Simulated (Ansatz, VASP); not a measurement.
## One calculation of Mn, two programs

Contents of INCAR:

```
PREC = Accurate
ENCUT = 600
EDIFF = 1E-6
ISMEAR = 0
SIGMA = 0.1
LREAL = F
LASPH = T
NELM = 100
ALGO = Normal
ISIF = 3
LWAVE = F
LCHARG = F
GGA = PE
IBRION = 2
NSW = 90
EDIFFG = -0.04
```

File KPOINTS:

```
Automatic mesh
0
Gamma
  9 9 2
```

The input POSCAR:

```
Mn
1.0
    2.8781165258      0.0000000000      0.0000000000
   -1.4390582629      2.4925220263      0.0000000000
    0.0000000000      0.0000000000      7.9119111830
Mn
4
Direct
    0.0000000000      0.0000000000      0.0000000000
    0.0000000000      0.0000000000      0.5000000000
    0.3333333333      0.6666666667      0.0050000000
    0.6666666667      0.3333333333      0.5050000000
```

Input for Ansatz:

```yaml
crystal:
  lattice:
    - [2.8781165258, 0.0, 0.0]
    - [-1.4390582629, 2.4925220263, 0.0]
    - [0.0, 0.0, 7.911911183]
  atoms:
    - { symbol: Mn, position: [0.0, 0.0, 0.0] }
    - { symbol: Mn, position: [0.0, 0.0, 0.5] }
    - { symbol: Mn, position: [0.3333333333, 0.6666666667, 0.005] }
    - { symbol: Mn, position: [0.6666666667, 0.3333333333, 0.505] }
basis:
  ecutwfc: 420
kpoints:
  mp_grid: { grid: [9, 9, 2] }
hamiltonian:
  xc: pbe
scf:
  occupations: { method: gaussian, width: 0.1 }
  lower_state_search: "off"
output:
  forces: true
  stress: true
  eigenvalues: true
relax:
  adjacent_minimum: "off"
  f_tol: 0.04
  max_steps: 70
  cell: { stress_tol: 0.4 }
```

Alike in both runs: task relaxation of cell and atoms; functional PBE; k mesh 9 × 9 × 2; occupations gaussian, width 0.1 eV; no spin polarisation.

|  | VASP | Ansatz |
| --- | --- | --- |
| version | VASP 6.6.1 | Ansatz 0.2.0 |
| potentials or method | VASP PAW PBE potentials, release 64 (Mn_pv) | scalar-relativistic, plane waves, PAW |
| plane-wave cutoff (eV) | 600 | 420 |
| valence electrons in the cell | 52 | 60 |

|  | VASP | Ansatz | Ansatz less VASP |
| --- | --- | --- | --- |
| gap on the k mesh at the Fermi level, each at its own relaxed structure (eV) | none | none | - |
| relaxed volume (Å³/atom) | 12.36 | 10.73 | -1.633 |
| relaxed cell length with the largest relative difference (Å) | 4.583 | 8.007 | +3.4246 |
| energy change over the relaxation (meV/atom) | -5361 | -5211 | +150.1 |

A gap of «none» marks a metal or a gap that the smearing closes. One of these differences is far larger than is usual between the two programs; its cause wasn't traced. The two sets of potentials don't hold the same shells in valence.

Caveats: the k mesh is coarse (spacing up to 0.40 Å⁻¹), so the values aren't converged; the run has no spin polarisation, though such a crystal can be magnetic. Spin polarisation is off, so any magnetic state and its effect on volume and gap are missing.
